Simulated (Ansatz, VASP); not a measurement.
# Li2O: VASP beside Ansatz

File INCAR:

```
SYSTEM = Li2O
  PREC = Accurate
  ENCUT = 520
  EDIFF = 1E-6
  ISMEAR = -1
  SIGMA = 0.02
  LREAL = .False.
  LASPH = .True.
  NELM = 80
  ALGO = Normal
  ISIF = 2
  LWAVE = .False.
  LCHARG = .False.
  GGA = PE
  NBANDS = 13
```

File KPOINTS:

```
regular mesh
0
Gamma
  10 10 10
  0 0 0
```

File POSCAR:

```
Li2O
1.0
    0.0000000000      2.2863684601      2.2863684601
    2.2863684601      0.0000000000      2.2863684601
    2.2863684601      2.2863684601      0.0000000000
O Li
1 2
Direct
    0.0000000000      0.0000000000      0.0000000000
    0.2500000000      0.2500000000      0.2500000000
    0.7500000000      0.7500000000      0.7500000000
```

Input for Ansatz:

```yaml
crystal:
  lattice:
    - [0.0, 2.2863684601, 2.2863684601]
    - [2.2863684601, 0.0, 2.2863684601]
    - [2.2863684601, 2.2863684601, 0.0]
  atoms:
    - { symbol: O, position: [0.0, 0.0, 0.0] }
    - { symbol: Li, position: [0.25, 0.25, 0.25] }
    - { symbol: Li, position: [0.75, 0.75, 0.75] }
kpoints:
  mp_grid: { grid: [10, 10, 10] }
  band_path:
    path:
      - [0.0, 0.0, 0.0]
      - [0.5, 0.0, 0.5]
      - [0.625, 0.25, 0.625]
      - [0.375, 0.375, 0.75]
      - [0.5, 0.5, 0.5]
      - [0.5, 0.25, 0.75]
      - [0.0, 0.5, 0.5]
    npoints: 1
hamiltonian:
  xc: pbe
scf:
  occupations: { method: fermi_dirac, width: 0.02 }
  n_extra_bands: 4
output:
  forces: true
  stress: true
  eigenvalues: true
```

The cell was built by a generator and needn't be a form met in nature.

Alike in both runs: task single point; functional PBE; k mesh 10 × 10 × 10; occupations fermi-dirac, width 0.02 eV; no spin polarisation.

|  | VASP | Ansatz |
| --- | --- | --- |
| version | VASP 6.6.1 | Ansatz 0.2.0 |
| potentials or method | VASP PAW PBE potentials, release 64 (O, Li_sv) | plane waves, PAW |
| plane-wave cutoff (eV) | 520 | 420 |
| valence electrons in the cell | 12 | 12 |

|  | VASP | Ansatz | Ansatz less VASP |
| --- | --- | --- | --- |
| gap on the k mesh at the Fermi level (eV) | 5.03 | 5.05 | +0.019 |

The functional is the same, so the differences come from potentials, cutoffs and numerics.

 PBE gaps usually lie below the measured ones, often by a third to a half. A k mesh can miss the band edges.
